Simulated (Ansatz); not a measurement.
Wurtzite InN, relaxed in Ansatz (plane waves) with several semilocal functionals. Each gives its own volume and its own bulk modulus:

```csv
level,V0 (Å³/atom),bulk modulus B0 (GPa),ln V0,ln B0
LDA,15.049,146.5,2.7113,4.9870
PBEsol,15.473,135.7,2.7391,4.9104
r²SCAN,15.591,139.8,2.7467,4.9402
PBE,16.063,121.7,2.7765,4.8016
RPBE,16.474,112.2,2.8018,4.7203
BLYP,16.725,107.5,2.8169,4.6775
```

Fit a straight line to ln B0 against ln V0. What does it predict for rVV10, whose volume is 16.313 Å³/atom?

With x = ln V0 and y = ln B0: means 2.76538 and 4.83950; Σ(Δx Δy) = -0.02483, Σ(Δx²) = 0.008069, so the slope is -3.08. At x = 2.7920 the line gives y = 4.83950 + (-3.08) × (2.7920 − 2.76538) = 4.7575, or 116.5 GPa. The run with rVV10 gives 118.7 GPa, +1.9 % from the line. The rows used scatter about it by up to 4.4 %, while the largest value lies 36 % above the smallest. For comparison, PBE's own equation of state has B′ = 4.7, the slope −d ln B/d ln V at a fixed functional; the two needn't agree, since functionals also differ at one volume.

Measured: 126 GPa (measured, room temperature, no zero-point or thermal correction; as tabulated in Phys. Rev. B 49, 14 (GaN and InN under pressure), abstract).

Ansatz's density-functional and Hartree–Fock values are scalar-relativistic unless marked +SOC, with PAW data made under PBE.

Ansatz is a quantum-chemistry and plane-wave program.
